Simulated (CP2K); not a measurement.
SiNi3 under changes of volume

One of the cells (11.109 Å³/atom); the others are scaled copies at fixed shape and fractional positions:

```
Ni Si
1.0
     3.54200    0.00000    0.00000
     0.00000    3.54200    0.00000
     0.00000    0.00000    3.54200
Ni Si
3 1
Direct
  0.50000 0.50000 0.00000
  0.50000 0.00000 0.50000
  0.00000 0.50000 0.50000
  0.00000 0.00000 0.00000
```

* Program: CP2K 2026.2
* Functional: LDA
* Potentials or basis: GTH_POTENTIALS Ni GTH-PADE-q18, Si GTH-PADE-q4; TZVP-MOLOPT-SR-GTH, TZVP-MOLOPT-PBE-GTH basis
* Density cutoff: 8163 eV
* k mesh: 8 × 8 × 8
* Occupations: fermi-dirac, width 0.01 eV
* Spin: collinear spin, ferromagnetic start
* Starting moments: [1.0, 1.0, 1.0, 0.0] μB

```tsv
volume (Å³/atom)	energy over the lowest point (meV/atom)	pressure (GPa)
10.443	0.00	-10.0
10.665	16.99	-14.4
10.887	39.70	-18.3
11.109	67.44	-21.7
11.331	99.58	-24.6
11.554	135.59	-27.2
11.776	?	?
```

Task: What does the run at 11.776 Å³/atom give?

Result: Energy over the lowest point 174.98 meV/atom; pressure -29.5 GPa.

Worked out: A Birch-Murnaghan fit of order 3 (a polynomial in V^(-2/3)) to the other rows has no minimum within the range. It gives 174.74 meV/atom at 11.776 Å³/atom, against the run's 174.98, and -dE/dV = -29.3 GPa, against -29.5.

Energies are extrapolated to zero smearing.

Caveats: the basis of atomic orbitals isn't converged, which shifts pressures, moduli and gaps; the total moment is fixed, so each spin has its own Fermi level.
